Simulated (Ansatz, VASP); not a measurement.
**AgCl: VASP beside Ansatz**

Contents of INCAR:

```
PREC = Accurate
ENCUT = 520
EDIFF = 1E-7
ISMEAR = 0
SIGMA = 0.01
LREAL = False
LASPH = True
NELM = 100
ALGO = Normal
ISIF = 2
LWAVE = False
LCHARG = True
GGA = PE
LELF = True
LVHAR = True
NBANDS = 16
```

File KPOINTS:

```
regular mesh
0
Gamma
  6 6 6
```

The input POSCAR:

```
AgCl
1.0
    0.0000000000      2.9987596523      2.9987596523
    2.9987596523      0.0000000000      2.9987596523
    2.9987596523      2.9987596523      0.0000000000
Ag Cl
1 1
Direct
    0.0000000000      0.0000000000      0.0000000000
    0.2500000000      0.2500000000      0.2500000000
```

Input for Ansatz:

```yaml
crystal:
  lattice:
    - [0.0, 2.9987596523, 2.9987596523]
    - [2.9987596523, 0.0, 2.9987596523]
    - [2.9987596523, 2.9987596523, 0.0]
  atoms:
    - { symbol: Ag, position: [0.0, 0.0, 0.0] }
    - { symbol: Cl, position: [0.25, 0.25, 0.25] }
kpoints:
  mp_grid: { grid: [6, 6, 6] }
hamiltonian:
  xc: pbe
scf:
  occupations: { method: fixed }
  n_extra_bands: 4
output:
  forces: true
  stress: true
  eigenvalues: true
```

Alike in both runs: task single point; functional PBE; k mesh 6 × 6 × 6; no spin polarisation.

```csv
,VASP,Ansatz
version,VASP 6.6.1,Ansatz 0.2.0
potentials or method,"VASP PAW PBE potentials, release 64 (Ag, Cl)","plane waves, PAW"
plane-wave cutoff (eV),520,420
occupations,"gaussian, width 0.01 eV",fixed
valence electrons in the cell,18,26
```

VASP gave:

| Item | Value |
| --- | --- |
| gap on the k mesh at the Fermi level (eV) | 1.26 |
| pressure (GPa) | 0.9 |

Estimate Ansatz's values.

gap on the k mesh at the Fermi level (eV): 1.26; pressure (GPa): 1.0.

The two sets of potentials don't hold the same shells in valence.
